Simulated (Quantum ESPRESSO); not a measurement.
Crystal: LiCl.

```
CELL_PARAMETERS angstrom
0.00000 2.56477 2.56477
2.56477 0.00000 2.56477
2.56477 2.56477 0.00000
ATOMIC_POSITIONS crystal
Cl 0.50000 0.50000 0.50000
Li 0.00000 0.00000 0.00000
```

```yaml
Program: Quantum ESPRESSO 7.5
Task: relaxation of cell and atoms
Functional: PBE
Dispersion: D3(BJ)
Potentials_or_basis: PseudoDojo 0.4.1 SR PBE standard
Cutoff: 1007 eV
Density_cutoff: 4027 eV
k_mesh: 9 × 9 × 9
Occupations: fermi-dirac, width 0.05 eV
Spin: no spin polarisation
```

At the start: pressure -1.6 GPa; volume 16.87 Å³/atom.

Task: How do energy, volume and symmetry change on relaxing?

Result: Over 3 steps the energy falls by 4.0 meV/atom and the volume is 16.04 Å³/atom (-4.9 %); space group Fm-3m (No. 225, to 0.05 Å).

The path:
| step | energy change (eV) | largest force (eV/Å) | pressure (GPa) | volume (Å³) |
| --- | --- | --- | --- | --- |
| 1 | 0.0000 | 0.0000 | -1.59 | 33.74 |
| 2 | -0.0012 | 0.0000 | -1.49 | 33.62 |
| 3 | -0.0081 | 0.0000 | 0.10 | 32.07 |

Final structure:
```
Cl Li
1.0
     0.00000    2.52181    2.52181
     2.52181    0.00000    2.52181
     2.52181    2.52181    0.00000
Cl Li
1 1
Direct
  0.50000 0.50000 0.50000
  0.00000 0.00000 0.00000
```
